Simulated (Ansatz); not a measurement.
**ZnS: one atom moved over a plane**

This session takes ZnS and sets out to map the energy of atom 3 (S) over a plane.

Computed with Ansatz 0.2.0 (DFT PBE, scalar-relativistic, plane waves, PAW, unless a step's input says otherwise).

### Step 1. Starting point

It takes space group P6_3mc (No. 186, hexagonal). The conventional cell has a = 3.811 Å, b = 3.811 Å, c = 6.234 Å, α = 90.00°, β = 90.00°, γ = 120.00°. Zn (site symmetry 3m) is surrounded by 4 S at 2.31 to 2.40 Å. S (site symmetry 3m) is surrounded by 4 Zn at 2.31 to 2.40 Å.

As a file:

```xyz
4
Lattice="3.8110 0.0000 0.0000 -1.9055 3.3004 0.0000 0.0000 0.0000 6.2340" Properties=species:S:1:pos:R:3 pbc="T T T"
Zn    0.0000    2.2003    0.0000
Zn    1.9055    1.1001    3.1170
S     0.0000    2.2003    2.4001
S     1.9055    1.1001    5.5171
```

No relaxation comes first: the listed cell is the starting point.

### Step 2. The reference cell

Reference values: F = -8445.4207 eV; pressure 2.33 GPa; largest force 0.319 eV/Å; gap on the mesh 2.25 eV. It was computed beforehand with the settings of the runs below.

### Step 3. Setting up one atom moved over a plane

Atom 3 (S) is moved by p along (1.000, 0.000, 0.000) and q along (0.000, 1.000, 0.000) (Å), all else fixed; its images in the other cells move with it. Points alike by symmetry are run once.

### Step 4. At p = -0.300, q = -0.300

Contents of input.yaml:

```yaml
crystal:
  lattice:
    - [3.8109987816, 0.0, 0.0]
    - [-1.9054993908, 3.3004217586, 0.0]
    - [0.0, 0.0, 6.234]
  atoms:
    - { symbol: Zn, position: [0.3333333333, 0.6666666667, 0.0] }
    - { symbol: Zn, position: [0.6666666667, 0.3333333333, 0.5] }
    - { symbol: S, position: [0.2091650751, 0.575769193, 0.385] }
    - { symbol: S, position: [0.6666666667, 0.3333333333, 0.885] }
basis:
  ecutwfc: 420
kpoints:
  mp_grid: { grid: [12, 12, 6] }
hamiltonian:
  xc: pbe
scf:
  occupations: { method: gaussian, width: 0.05 }
output:
  forces: true
  stress: true
  eigenvalues: true
```

On the command line:

```
> ansatz run input.yaml --threads 1 --pin off --max-ram 2560MiB --backend cpu --events-out ev --progress --plain --runs-dir out
```

Further runs follow: p = -0.300, q = 0.000; At p = -0.300, q = 0.300; At p = 0.000, q = -0.300; point p = 0.000, q = 0.300; At p = -0.300, q = -0.150; p = -0.300, q = 0.150; p = -0.150, q = -0.300; p = -0.150, q = 0.000; At p = -0.150, q = 0.300; point p = 0.000, q = -0.150.

Before running it: what results should come out? Wanted: highest point; lowest point away from the origin.

The runs gave:

| quantity | value |
| --- | --- |
| highest point | 0.989 eV/cell at (p, q) = (-0.300, -0.300) |
| lowest point away from the origin | 0.072 eV/cell at (0.000, -0.150) |

No computed point lies below the origin. The gap on the mesh runs from 2.08 to 2.25 eV over the map.
